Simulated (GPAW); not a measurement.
Records of electronic-structure calculations.

**How the form of the self-energy moves the gap of GaN (F-43m)**

The structure is cubic, space group F-43m (No. 216). The conventional cell has a = 4.507 Å, b = 4.507 Å, c = 4.507 Å, α = 90.00°, β = 90.00°, γ = 90.00°. Ga has 4 N at 1.95 Å nearest. Nearest to N lie 4 Ga at 1.95 Å. Farther neighbours and most contacts between anions are not listed.

```
method                         : DFT, PBE, plane waves, PAW (and 1 further level or step)
program                        : GPAW 26.7.0
settings of one run            : cutoff 600 eV, GPAW PAW setups 1.2.1 data release, 6×6×6 k-mesh, nbands 130
cost                           : 3 runs, 6.4 min in all on 12 MPI ranks of Intel Xeon Platinum 8559C (Emerald Rapids), shared host (the runs of this entry)
notes                          : The cell and positions are those that the Materials Project relaxed with its own functionals (PBE, PBE+U or r2SCAN), kept fixed. This is not the form that GaN usually takes at ambient conditions. Limits: no spin-orbit coupling. Bands and cutoff are finite, so the gap is not at the basis limit. The miss can reach some tenths of an eV and take either sign; the mesh is an error of its own.
G0W0, Godby-Needs plasmon pole : 3.258 eV
G0W0 with rALDA vertex         : 3.178 eV
known limits                   : not at the basis limit; no spin-orbit coupling
```

G0W0 with rALDA vertex: −0.080 eV against G0W0, Godby-Needs plasmon pole, at other bands or cutoff, so not like for like. With the rALDA kernel as a vertex the gap is 3.14 eV (in the polarisability), 3.38 eV (in the self-energy) and 3.27 eV (in both), against 3.26 eV without.

[Paths, hosts, dates, memory and timing lines, banners, echoed tables and standing remarks are left out of the program output.]

[Logs are printed without paths, hosts, clocks, repeated set-up lines and the standing remarks that a program may print on its own settings, such as how far it seeks lower states.]

[Runs of the session that timed out or met a known fault of the program may be left out.]

[Hosts, paths, dates, database ids (printed as entryN), source tags and the programs' standing remarks are cut or masked in the printed files.]
